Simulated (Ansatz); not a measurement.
Here is an Ansatz input file for BN, space group R3m. Write the same calculation for the Python package.

```yaml
crystal:
  lattice:
    - [1.251122, 0.722335, 3.372934]
    - [-1.251122, 0.722335, 3.372934]
    - [0.0, -1.444671, 3.372934]
  atoms:
    - { symbol: B, position: [0.999671, 0.999671, 0.999671] }
    - { symbol: "N", position: [0.332762, 0.332762, 0.332762] }
basis:
  ecutwfc: 530.0
kpoints:
  mp_grid:
    grid: [8, 8, 8]
hamiltonian:
  xc: r2scan
scf:
  occupations:
    method: fixed
phonons:
  method: fd
  supercell: [2, 2, 2]
  temperatures:
    t_min: 0.0
    t_max: 500.0
    t_step: 50.0
```

The script, `bn.py`:
```python
from pathlib import Path

import ansatz as az
import numpy as np

SETTINGS = {
    "xc": "r2SCAN",
    "ecut": 530,
    "kmesh": (8, 8, 8),
}


def main() -> None:
    vectors = np.array([
        [1.251122, 0.722335, 3.372934],
        [-1.251122, 0.722335, 3.372934],
        [0.0, -1.444671, 3.372934],
    ])
    cell = (
        az.Lattice.of(vectors)
        .atom("B", (0.999671, 0.999671, 0.999671))
        .atom("N", (0.332762, 0.332762, 0.332762))
    )

    job = (
        cell.calculation()
        .functional(SETTINGS["xc"])
        .basis(SETTINGS["ecut"])
        .occupations(az.OccupationsMethod.FIXED)
        .kpoints(*SETTINGS["kmesh"])
        .phonons("fd", supercell=2, temperatures=(0, 500, 50))
    )
    outcome = job.run(threads=1, runs_dir="phonon_runs")
    folder = Path(outcome.output_folder) / "results"
    ph = outcome.phonons

    for mode, w in enumerate(ph.gamma_omega_inv_cm, start=1):
        print(f"Gamma mode {mode:2d}: {w:8.1f} 1/cm  {w / 33.35641:7.3f} THz")
    print(f"{ph.n_members} displaced supercells, sum-rule residual {ph.asr_residual_pre_ev_ang2:.1e} eV/A^2")
    sums = ph.harmonic_sums
    print(f"zero-point energy {1000 * sums.zero_point_energy_ev:.2f} meV per cell")
    t, f_vib = np.asarray(sums.temperatures_k), np.asarray(sums.vibrational_free_energy_ev)
    for temperature, value in zip(t, f_vib):
        print(f"T = {temperature:6.0f} K   F_vib = {1000 * value:9.2f} meV per cell")


if __name__ == "__main__":
    main()
```

Running `python bn.py` prints:
```text
RunWarning: phonons: 45 modes above zero would be rigid motions if what is in doubt were free, and are counted in the zero-point energy, free energy, entropy and heat capacity. With what each adds to F at 500 K, by the weight of its row in the mesh: 4.71 cm⁻¹ [...]
Gamma mode  1:      0.0 1/cm    0.000 THz
Gamma mode  2:      0.0 1/cm    0.000 THz
Gamma mode  3:      0.0 1/cm    0.000 THz
Gamma mode  4:    775.1 1/cm   23.237 THz
Gamma mode  5:   1366.5 1/cm   40.967 THz
Gamma mode  6:   1366.5 1/cm   40.967 THz
4 displaced supercells, sum-rule residual 3.6e-04 eV/A^2
zero-point energy 311.63 meV per cell
T =      0 K   F_vib =    311.63 meV per cell
T =     50 K   F_vib =    311.59 meV per cell
T =    100 K   F_vib =    311.10 meV per cell
T =    150 K   F_vib =    309.59 meV per cell
T =    200 K   F_vib =    306.72 meV per cell
T =    250 K   F_vib =    302.31 meV per cell
T =    300 K   F_vib =    296.28 meV per cell
T =    350 K   F_vib =    288.57 meV per cell
T =    400 K   F_vib =    279.17 meV per cell
T =    450 K   F_vib =    268.09 meV per cell
T =    500 K   F_vib =    255.35 meV per cell
```
(Warnings from the package without file and line, shortened.)

Notes:
- The cell isn't relaxed first, so the values belong to this volume.
- Energy and stress may still move on a finer k-point mesh.
- No non-analytic term is added, so at the zone centre the longitudinal optical modes of a polar crystal aren't split off.
- The structure comes from a database of computed cells and needn't be a stable or known phase.
- The structure is taken as given and the supercell is small; imaginary modes can come from an unrelaxed or unstable start.
- The whole script took 3.6 min on 1 thread of Arm Neoverse V1 (shared host), peak memory 2.2 GiB.

(Lines on the test bed's own set-up are left out of the output.)
